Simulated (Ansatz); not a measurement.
Crystal: Se.

```
Se
1.0
     4.36620    0.00000    0.00000
    -2.18310    3.78124    0.00000
     0.00000    0.00000    4.95360
Se
3
Cartesian
  1.6910 2.9289 0.0000
  -0.4921 0.8523 3.3024
  0.9841 0.0000 1.6512
```

Base run:

```yaml
Program: Ansatz 0.2.0
Functional: PBEsol
Potentials_or_basis: Ansatz PAW
Cutoff: 420 eV
Density_cutoff: 1680 eV
k_mesh: 7 × 7 × 6
Occupations: fermi-dirac, width 0.05 eV
Spin: no spin polarisation
```

Its results: band gap on the k mesh 1.14 eV, indirect (least direct gap 1.44 eV); pressure 0.2 GPa; largest force 0.287 eV/Å.

Q: The run is repeated on the same cell with these changes: functional from PBEsol to LDA. What comes out?

A: Band gap on the k mesh 1.10 eV, indirect (least direct gap 1.41 eV); pressure -1.3 GPa; largest force 0.213 eV/Å.

LDA binds more tightly than PBEsol, so the same cell stands under less pressure.

Caveats: the k mesh misses the band edges, so the gap on the mesh is wider than the one along the path; the PAW data sets come from PBE, with cores solved anew for the run's functional, which leaves a small shift of forces and pressure.

Not every run made on this cell is shown here.
